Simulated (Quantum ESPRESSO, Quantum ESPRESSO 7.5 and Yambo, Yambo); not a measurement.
# CdS (Hawleyite): G0W0 on several meshes in Yambo

Wanted: mesh dependence and cost of G0W0 for CdS (Hawleyite).

Program: Quantum ESPRESSO 7.5 and Yambo 5.3.0. Level of theory: PBE and many-body steps on it, plane waves. Results are calculated unless marked as measured.

## (1) Set-up

It takes space group F-43m (No. 216, cubic). The conventional cell has a = 5.833 Å, b = 5.833 Å, c = 5.833 Å, α = 90.00°, β = 90.00°, γ = 90.00°. Cd has 4 S at 2.53 Å nearest. Nearest to S lie 4 Cd at 2.53 Å. Farther neighbours and most contacts between anions are not listed.

The cell and positions come from the Crystallography Open Database and are kept as given unless a step says otherwise.

## (2) Empty states on the mesh, 4×4×4 mesh, 598 bands

This step: Quantum ESPRESSO 7.5; DFT, PBE, plane waves, norm-conserving pseudopotentials.

The sums over transitions need many empty states on a uniform mesh; this step solves for them.

File pw.in:

```
&control
  calculation = 'nscf'
  prefix = 'x'
  outdir = 'o'
  pseudo_dir = 'pseudo'
/
&system
  ibrav = 0
  nat = 2
  ntyp = 2
  ecutwfc = 94.0
  nbnd = 598
  force_symmorphic = .true.
/
&electrons
  conv_thr = 1e-9
  electron_maxstep = 80
  diago_full_acc = .true.
  diago_thr_init = 5e-6
/
ATOMIC_SPECIES
  Cd 112.41 Cd.upf
  S 32.06 S.upf
CELL_PARAMETERS angstrom
  -0.0000000000 2.9165000000 2.9165000000
  2.9165000000 -0.0000000000 2.9165000000
  2.9165000000 2.9165000000 -0.0000000000
ATOMIC_POSITIONS crystal
  Cd 0.0000000000 0.0000000000 0.0000000000
  S 0.2500000000 0.2500000000 0.2500000000
K_POINTS automatic
  4 4 4 0 0 0
```

Started as:

```sh
> OMP_NUM_THREADS=1 mpirun -n 8 pw.x -nk 4 -in pw.in > pw.out
```

Output:

```text
Program PWSCF v.7.5 starts

     This program is part of the open-source Quantum ESPRESSO suite
     for quantum simulation of materials; please cite
         "P. Giannozzi et al., J. Phys.:Condens. Matter 21 395502 (2009);
         "P. Giannozzi et al., J. Phys.:Condens. Matter 29 465901 (2017);
         "P. Giannozzi et al., J. Chem. Phys. 152 154105 (2020);
     in publications or presentations arising from this work. More details at

     Atomic positions and unit cell read from directory:
     o/x.save/

     Message from routine setup:
[...]
65.8940  67.6525  67.7258  67.7258  68.1298  68.1298  69.2984  69.8215
     [... 63 further rows ...]
   291.2363 291.9563 293.3456 293.3456 295.2869 295.7413 295.9733 295.9733
   296.9716 297.5422 297.5422 297.8662 297.8662 298.5805

          k = 0.3536 0.0000 0.0000 (  5105 PWs)   bands (ev):

     [... further k-points ...]

     highest occupied, lowest unoccupied level (ev):     6.9821    8.1268

     XML data file, pseudopotentials, collected wavefunctions

=------------------------------------------------------------------------------=
   JOB DONE.
=------------------------------------------------------------------------------=
```

Wall time 81 s (8 MPI ranks of Arm Neoverse V2, shared host); peak memory 1.9 GiB; 11 min of CPU time.

This step gave:

```
gap                                                           : 1.145 eV
k of the valence top                                          : 0, 0, 0
k of the conduction bottom                                    : 0, 0, 0
least direct gap                                              : 1.145 eV
k points computed                                             : 8
lowest point of the top converged band, above the valence top : 288.4230 eV
```

On this mesh the gap is 1.145 eV.

The density comes from a self-consistent run that is not shown.

## (3) Conversion and set-up

This step: Yambo 5.3.0; conversion and set-up on PBE, plane waves, norm-conserving pseudopotentials.

The states are converted to the many-body program's format and the q mesh is built.

Started as:

```sh
> (cd o/x.save; p2y > p2y.log; mv SAVE ../..); yambo > setup.log
```

Output:

```text
 Yambo, version 5.3.0

 [02] CORE Variables Setup
 =========================

  [02.01] Unit cells
  ==================

  Cell kind             :  FCC
  Atoms in the cell     :  Cd  S
  number of Cd atoms    :  1
  number of S  atoms    :  1

  List of atomic masses
  Mass of Cd    :  112.4100
  Mass of S     :  32.06000

  List of atomic coordinates    : [cc]
  Cd1       :  0.000000  0.000000  0.000000  order 1
  S1       :  2.755693  2.755693  2.755693  order 2

  Alat factors          :  5.511386  5.511386  5.511386 [a.u.]
  Direct lattice volume :  334.8209 [a.u.]
[...]
==========================================

 IBZ Q-points                                      :   8
 BZ  Q-points                                      :   64

 K/Q-points units:
 rlu = crystal or reduced units; cc = cartesian coordinates; iku = interal k-units

 Q [1]          [rlu]:  0.000000  0.000000  0.000000
 Q [2]          [rlu]: -0.40681E-17 -0.40681E-17  0.25000
 Q [3]          [rlu]:  0.81362E-17  0.81362E-17 -0.50000
[...]
Q [7]          [rlu]:  0.12428E-16 -0.50000     -0.50000
 Q [8]          [rlu]:  0.250000 -0.500000 -0.250000

  [03.01] X indexes
  =================

   [03.01.01] Sigma indexes
   ========================

 [06] Game Over & Game summary
```

Wall time 2.5 s (1 MPI rank); peak memory 0.25 GiB.

## (4) 4×4×4

Now the one-shot GW correction: screening in the RPA, then the self-energy of the levels asked for.

This step: G0W0 on PBE, plane waves, norm-conserving pseudopotentials.

File gw2.in:

```
HF_and_locXC
gw0
dyson
ppa
em1d
rim_cut
RandQpts= 1000000
RandGvec= 1 RL
EXXRLvcs= 94 Ry
VXCRLvcs= 376 Ry
Chimod= "HARTREE"
% BndsRnXp
 1 | 251 |
%
NGsBlkXp= 17 Ry
% LongDrXp
 1 | 1 | 1 |
%
% GbndRnge
 1 | 251 |
%
DysSolver= "n"
ExtendOut
PPAPntXp= 27.21138 eV
% QPkrange
 1 | 1 | 12 | 15 |
%
```

Started as:

```sh
> OMP_NUM_THREADS=1 mpirun -n 8 yambo -F gw2.in -J gw2 -C gw2 > gw2.log
```

Output:

```text
 Yambo, version 5.3.0

 [02] CORE Variables Setup
 =========================

  [... cell, symmetries and grids as in the set-up ...]

  [02.05] Energies & Occupations
  ==============================

  [X] === General ===
  [X] Electronic Temperature                        :  0.000000  0.000000 [eV K]
  [X] Bosonic    Temperature                        :  0.000000  0.000000 [eV K]
  [X] Finite Temperature mode                       : no
  [X] El. density                                   :  0.52403E+24 [cm-3]
  [X] Fermi Level                                   :  6.982053 [eV]

  [X] === Gaps and Widths ===
  [X] Conduction Band Min                           :  1.144727 [eV]
  [X] Valence Band Max                              :  0.000000 [eV]
  [X] Filled Bands                                  :  13
  [X] Empty Bands                                   :    14   598
  [X] Direct Gap                                    :  1.144727 [eV]
  [X] Direct Gap localized at k                     :  1
  [X] Indirect Gap                                  :  1.144727 [eV]
  [X] Indirect Gap between kpts                     :  1  1
  [X] Last valence band width                       :  2.183509 [eV]
  [X] 1st conduction band width                     :  4.279643 [eV]

 [03] Transferred momenta grid and indexing
 ==========================================

 IBZ Q-points                                      :   8
 BZ  Q-points                                      :   64

 K/Q-points units:
 rlu = crystal or reduced units; cc = cartesian coordinates; iku = interal k-units

 Q [1]          [rlu]:  0.000000  0.000000  0.000000
 Q [2]          [rlu]: -0.40681E-17 -0.40681E-17  0.25000
 Q [3]          [rlu]:  0.81362E-17  0.81362E-17 -0.50000
 Q [4]          [rlu]: -0.62139E-17  0.25000      0.25000
 Q [5]          [rlu]: -0.38278E-17  0.25000      0.50000
 Q [6]          [rlu]:  0.81362E-17  0.25000     -0.25000
 Q [7]          [rlu]:  0.12428E-16 -0.50000     -0.50000
 Q [8]          [rlu]:  0.250000 -0.500000 -0.250000

 [04] Coloumb potential Random Integration (RIM)
 ===============================================

  [04.01] RIM initialization
  ==========================

  * Diagonal components only detected *

  8 x (sBL volume)        :  0.092606 [a.u.]
  sBZ random points       :  1000000
  Points outside the sBZ  :   7987327
  RL volume               :  0.740845 [a.u.]
  Integrated volume       :  0.742020 [a.u.]

  [04.02] RIM integrals
  =====================

  Gamma point sphere radius             :  0.082066 [a.u.]
  Points outside the sphere             :   799513
  [Int_sBZ(q=0) 1/q^2]*(Vol_sBZ)^(-1/3) =:  7.764325
                                 should be <:  7.795600

  Summary of Coulomb integrals for non-metallic bands |Q|[au] RIM/Bare

  Q [1] 0.100000E-4 0.995988 * Q [2] 0.246825 1.065884
  Q [4] 0.285009 1.064810 * Q [6] 0.403064 1.027704
  Q [5] 0.472634 1.020409 * Q [3] 0.493651 1.018308
  Q [7] 0.570019 1.014905 * Q [8] 0.637300 1.011860

 [WARNING] [Xp] User bands 1-251 break level degeneracy

 [05] Dipoles
 ============

  [05.01] Setup: observables and procedures
  =========================================

 [06] Dynamic Dielectric Matrix (PPA)
 ====================================

 [SLK-Inversion]  Pools        :  2
 [SLK-Inversion]  BLACS grid   :  2  2

 [WR./gw2//ndb.pp]---------------------------------------------------------------
  Brillouin Zone Q/K grids (IBZ/BZ)                :    8   64    8   64
  RL vectors                                       :   6183 [WF]
  Coulomb cutoff potential                         : none
  Electronic Temperature                           :  0.000000 [K]
  Bosonic    Temperature                           :  0.000000 [K]
  PPA    diel. fun.  energies                      : Perdew, Burke & Ernzerhof(X)+Perdew, Burke & Ernzerhof(C)
  wavefunctions                                    : Perdew, Burke & Ernzerhof(X)+Perdew, Burke & Ernzerhof(C)
  Global Gauge                                     : length
  X matrix size                                    :   459
  X band range                                     :    1  251
  X e/h energy range                               : -1.000000 -1.000000 [eV]
  X Time ordering                                  : R
  X Hxc Kernel                                     : HARTREE
  X Drude frequency                                :  0.000000  0.000000
  X poles                                          :  100.0000 [o/o]
  RL vectors in the sum                            :   6183
  [r,Vnl] included                                 : yes
  Field direction                                  :  0.577350E-5  0.577350E-5  0.577350E-5
  BZ energy Double Grid                            : no
  BZ energy DbGd points                            : 0
  BZ Q point size factor                           : -1.000000
  X Optical Averaged directions                    : none

 [07] Local Exchange-Correlation + Non-Local Fock
 ================================================

 [VXC] Plane waves :   41151
 [EXS] Plane waves :   5161

 QP @ state[ 1 ] K range:  1  1
 QP @ state[ 1 ] b range:  12  15

 [xc] Functional : Perdew, Burke & Ernzerhof(X)+Perdew, Burke & Ernzerhof(C)
 [xc] LIBXC used to calculate xc functional
  PP Number of Atomic Species                      :  2
  NLCC RL compoments                               :   41151
  PP Number of Atomic Species                      :  2
  NLCC RL compoments                               :   41151

 [xc] E_xc :  -17.59455 [Ha]
      E_xc :  -35.18910 [Ry]

  Local XC kind (lXC) : Perdew, Burke & Ernzerhof(X)+Perdew, Burke & Ernzerhof(C)
  Non-Local XC kind (nlXC) : Hartree-Fock

  Corrections @ K [1] :  [eV]
 <12|nlXC|12> = -18.34335 -0.22510E-17 <12|lXC|12> = -15.38910  0.14161E-15
 <13|nlXC|13> = -18.34341 -0.25956E-17 <13|lXC|13> = -15.38910 -0.94408E-16
 <14|nlXC|14> = -6.737010  0.54721E-17 <14|lXC|14> = -10.63635  0.94408E-16
 <15|nlXC|15> = -5.838178  0.49252E-17 <15|lXC|15> = -10.64223  0.23602E-16

 [08] Dyson equation: Newton solver
 ==================================

  [08.01] G0W0 (W PPA)
  ====================

  [  GW  ] Bands range     :    1  251
  [GW/PPA] G damping       :  0.100000 [eV]

  QP @ state[ 1 ] K range:  1  1
  QP @ state[ 1 ] b range:  12  15

   Sc/G bands                                       :    1  251
   Sc/G damping                                     :  0.100000 ev
   Sc bands terminator                              : no
   Sx RL components                                 :   5161

   QP @ state[ 1 ] K range                          :  1  1
   QP @ state[ 1 ] b range                          :  12  15
   GF energies kind                                 : Perdew, Burke & Ernzerhof(X)+Perdew, Burke & Ernzerhof(C)
   GF WF`s kind                                     : Perdew, Burke & Ernzerhof(X)+Perdew, Burke & Ernzerhof(C)
   Xs energies kind                                 : Perdew, Burke & Ernzerhof(X)+Perdew, Burke & Ernzerhof(C)
   Xs WF`s kind                                     : Perdew, Burke & Ernzerhof(X)+Perdew, Burke & Ernzerhof(C)

 [11] Game Over & Game summary
```

Elapsed: 2.8 min, on 8 MPI ranks; peak memory 4.3 GiB; 22 min of CPU time.

Numbers from this step:

```
G0W0 gap on the points computed              : 2.195 eV
starting gap on the mesh                     : 1.145 eV
k of the valence top                         : 0, 0, 0
k of the conduction bottom                   : 0, 0, 0
least direct G0W0 gap on the computed points : 2.195 eV
Z at the valence top                         : 0.7854
Z at the conduction bottom                   : 0.8152
```

The gap on the mesh goes from 1.14 eV to 2.20 eV, a correction of +1.05 eV.

## (5) Empty states on the mesh, 2×2×2 mesh, 251 bands

This step: Quantum ESPRESSO 7.5; DFT, PBE, plane waves, norm-conserving pseudopotentials.

pw.in, as its differences from that of step 2:

```diff
@@ -11,3 +11,3 @@
   ecutwfc = 94.0
-  nbnd = 598
+  nbnd = 251
   force_symmorphic = .true.
@@ -31,2 +31,2 @@
 K_POINTS automatic
-  4 4 4 0 0 0
+  2 2 2 0 0 0
```

Started as:

```sh
> OMP_NUM_THREADS=1 mpirun -n 8 pw.x -nk 4 -in pw.in > pw.out
```

Output:

```text
[banner, memory and clock lines left out]
Program PWSCF v.7.5 starts

     Atomic positions and unit cell read from directory:
     o/x.save/

     Message from routine setup:
     using ibrav=0 with symmetry is DISCOURAGED, use correct ibrav instead

     Message from routine divide_et_impera:
     suboptimal parallelization: some nodes have no k-points

     bravais-lattice index     =            0
     lattice parameter (alat)  =       7.7943  a.u.
     unit-cell volume          =     334.8209 (a.u.)^3
     number of atoms/cell      =            2
[...]
[... 20 further rows ...]
[...]
159.4916 159.4916 159.7981

          k =-0.3536-0.3536 0.3536 (  5168 PWs)   bands (ev):

[...]
[... 20 further rows ...]
[...]
161.2871 162.2393 162.2393

          k =-0.7071 0.0000 0.0000 (  5138 PWs)   bands (ev):

[...]
66.1944  68.2501  68.2501  68.4884  69.6523  70.4469  70.9098  71.5432
     [... 20 further rows ...]
   159.9058 160.0429 160.0429 160.4123 160.4123 161.0170 163.0886 163.2029
   163.5892 163.5892 163.6889

     highest occupied, lowest unoccupied level (ev):     6.9821    8.1268

     XML data file, pseudopotentials, collected wavefunctions
```

The job ended after 8.2 s (8 MPI ranks; peak memory 0.82 GiB).

Numbers from this step:

```yaml
gap: 1.145 eV
k_of_the_valence_top: 0, 0, 0
k_of_the_conduction_bottom: 0, 0, 0
least_direct_gap: 1.145 eV
k_points_computed: 3
lowest_point_of_the_top_converged_band_above_the_valence_top: 152.8160 eV
```

On this mesh the gap is 1.145 eV.

(Continued in part 2 of 2.)

[Paths, hosts, dates, memory and timing lines, banners, echoed tables and standing remarks are left out of the program output.]

[Logs are printed without paths, hosts, clocks, repeated set-up lines and the standing remarks that a program may print on its own settings, such as how far it seeks lower states.]

[Runs of the session that timed out or met a known fault of the program may be left out.]

[Hosts, paths, dates, database ids (printed as entryN), source tags and the programs' standing remarks are cut or masked in the printed files.]
